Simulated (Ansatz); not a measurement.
# ZnH2Se: the cost of one run

Method: DFT PBE, scalar-relativistic, plane waves, PAW, in Ansatz 0.2.0.

2 further runs of the same task are left out: 2 set aside as unsound or not needed. Runs told in other sessions of the task aren't counted.

## 1. The starting structure

It takes space group F-43m (No. 216, cubic). The conventional cell has a = 5.732 Å, b = 5.732 Å, c = 5.732 Å, α = 90.00°, β = 90.00°, γ = 90.00°. Zn (site symmetry -43m) is surrounded by 4 Se at 2.48 Å. Se (site symmetry -43m) has 4 Zn at 2.48 Å in its first shell of neighbours.

Structure file:

```cif
data_structure
_symmetry_space_group_name_H-M 'P 1'
_symmetry_Int_Tables_number 1
_cell_length_a 4.0530
_cell_length_b 4.0530
_cell_length_c 4.0530
_cell_angle_alpha 60.000
_cell_angle_beta 60.000
_cell_angle_gamma 60.000
_cell_volume 47.08
loop_
_atom_site_label
_atom_site_type_symbol
_atom_site_fract_x
_atom_site_fract_y
_atom_site_fract_z
_atom_site_occupancy
Zn1 Zn 0.00000 0.00000 0.00000 1
Se1 Se 0.25000 0.25000 0.25000 1
```

It is the result of an earlier relaxation at this level (volume 23.54 Å³/atom; gap on the mesh: 1.15 eV).

## 2. The [110] wire, 10 host atoms a period with H caps

The wire is cut from the relaxed crystal, periodic along c with vacuum across. Atoms and period relax; energies count from the bulk, -4394.7682 eV an atom. Each H cap counts from half an H2 molecule (-15.872 eV in a separate run).

The cell holds 5 Zn, 5 Se, 10 H: a = 17.600 Å, b = 18.200 Å, c = 4.053 Å, α = 90.00°, β = 90.00°, γ = 90.00°.

## 3. The relaxation run

Pressure and volume refer to the whole cell with its vacuum; only the period along c may change.

input.yaml reads:

```yaml
crystal:
  lattice:
    - [17.6, 0.0, 0.0]
    - [0.0, 18.2, 0.0]
    - [0.0, 0.0, 4.0530231295]
  atoms:
    - { symbol: Zn, position: [0.5575713513, 0.5380981332, 0.0] }
    - { symbol: Se, position: [0.5575713513, 0.6168322029, 0.5] }
    - { symbol: Se, position: [0.5575713513, 0.3018959239, 0.5] }
    - { symbol: Zn, position: [0.4424286487, 0.6955662727, 0.5] }
    - { symbol: Zn, position: [0.4424286487, 0.3806299937, 0.5] }
    - { symbol: Se, position: [0.6727140538, 0.4593640634, 0.0] }
    - { symbol: Zn, position: [0.6727140538, 0.3806299937, 0.5] }
    - { symbol: Se, position: [0.4424286487, 0.4593640634, 0.0] }
    - { symbol: Zn, position: [0.3272859462, 0.5380981332, 0.0] }
    - { symbol: Se, position: [0.3272859462, 0.6168322029, 0.5] }
    - { symbol: H, position: [0.6257673725, 0.6634643401, 0.5] }
    - { symbol: H, position: [0.5575713513, 0.2552637868, 0.2038630337] }
    - { symbol: H, position: [0.5575713513, 0.2552637868, 0.7961369663] }
    - { symbol: H, position: [0.4424286487, 0.7447362132, 0.8122532638] }
    - { symbol: H, position: [0.4424286487, 0.7447362132, 0.1877467362] }
    - { symbol: H, position: [0.3705212794, 0.3314600532, 0.5] }
    - { symbol: H, position: [0.7409100751, 0.5059962006, 0.0] }
    - { symbol: H, position: [0.7446214232, 0.3314600532, 0.5] }
    - { symbol: H, position: [0.2553785768, 0.4889281927, 0.0] }
    - { symbol: H, position: [0.2590899249, 0.6634643401, 0.5] }
basis:
  ecutwfc: 420
kpoints:
  mp_grid: { grid: [1, 1, 8] }
hamiltonian:
  xc: pbe
scf:
  occupations: { method: gaussian, width: 0.05 }
output:
  forces: true
  stress: true
  eigenvalues: true
  populations: true
  write_density: true
  write_potential: true
  elf: true
  volumetric_format: npy
relax:
  adjacent_minimum: "off"
  f_tol: 0.02
  max_steps: 45
  cell: { fix: [a, b, alpha, beta, gamma], stress_tol: 0.03 }
```

Launch:

```
ansatz run input.yaml --threads 4 --pin off --max-ram 11264MiB --backend cpu --events-out ev --progress --plain --runs-dir out
```

**Question.** How long does this run take on 4 threads of AMD EPYC 7R43 (Zen 3), shared host, and how much memory does it need?

About 9.9 min, with a peak of 2.7 GiB.
